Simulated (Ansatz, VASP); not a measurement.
One calculation of Se, two programs

POSCAR

```
Se
1.0
   -1.9358315996      1.9358315996      1.9358315996
    1.9358315996     -1.9358315996      1.9358315996
    1.9358315996      1.9358315996     -1.9358315996
Se
1
Direct
    0.0000000000      0.0000000000      0.0000000000
```

File INCAR.step1:

```
SYSTEM = Se
  PREC = Accurate
  ENCUT = 600
  ISMEAR = 0
  SIGMA = 0.1
  LREAL = .False.
  LASPH = .True.
  NELM = 100
  GGA = PE
  ALGO = Normal
  EDIFF = 1E-4
  LWAVE = .True.
  LCHARG = .False.
```

The input INCAR.step2:

```
SYSTEM = Se
  PREC = Accurate
  ENCUT = 600
  EDIFF = 1E-6
  ISMEAR = 0
  SIGMA = 0.1
  LREAL = .False.
  LASPH = .True.
  NELM = 100
  ALGO = Normal
  ISIF = 3
  LWAVE = .False.
  LCHARG = .False.
  METAGGA = R2SCAN
  LMIXTAU = .True.
  IBRION = 2
  NSW = 90
  EDIFFG = -0.04
  ISTART = 1
```

File KPOINTS:

```
regular mesh
0
Gamma
  6 6 6
  0 0 0
```

Input for Ansatz:

```yaml
crystal:
  lattice:
    - [-1.9358315996, 1.9358315996, 1.9358315996]
    - [1.9358315996, -1.9358315996, 1.9358315996]
    - [1.9358315996, 1.9358315996, -1.9358315996]
  atoms:
    - { symbol: Se, position: [0.0, 0.0, 0.0] }
basis:
  ecutwfc: 500
kpoints:
  mp_grid: { grid: [6, 6, 6] }
hamiltonian:
  xc: r2scan
scf:
  occupations: { method: gaussian, width: 0.1 }
  lower_state_search: "off"
output:
  forces: true
  stress: true
  eigenvalues: true
relax:
  adjacent_minimum: "off"
  f_tol: 0.04
  max_steps: 70
  cell: { stress_tol: 0.4 }
```

Alike in both runs: task relaxation of cell and atoms; functional r2SCAN; k mesh 6 × 6 × 6; occupations gaussian, width 0.1 eV; no spin polarisation.

|  | VASP | Ansatz |
| --- | --- | --- |
| version | VASP 6.6.1 | Ansatz 0.2.0 |
| potentials or method | VASP PAW PBE potentials, release 64 (Se) | scalar-relativistic, plane waves, PAW |
| plane-wave cutoff (eV) | 600 | 500 |
| valence electrons in the cell | 6 | 16 |

VASP gave:

```
gap on the k mesh at the Fermi level, each at its own relaxed structure (eV) : none
relaxed volume (Å³/atom)                                                     : 20.08
relaxed cell length with the largest relative difference (Å)                 : 2.966
energy change over the relaxation (meV/atom)                                 : -443
```

Question: What did Ansatz give for the same quantities?

Answer: gap on the k mesh at the Fermi level, each at its own relaxed structure (eV): none; relaxed volume (Å³/atom): 20.12; relaxed cell length with the largest relative difference (Å): 2.968; energy change over the relaxation (meV/atom): -439.

A gap of «none» marks a metal or a gap that the smearing closes. The two sets of potentials don't hold the same shells in valence.

Caveats: the k mesh is coarse (spacing up to 0.38 Å⁻¹), so the values aren't converged; the volume moved by over 15 % at a fixed basis, so the end points are rough; the PAW data sets were made with another functional, which shifts forces and pressure a little (VASP).
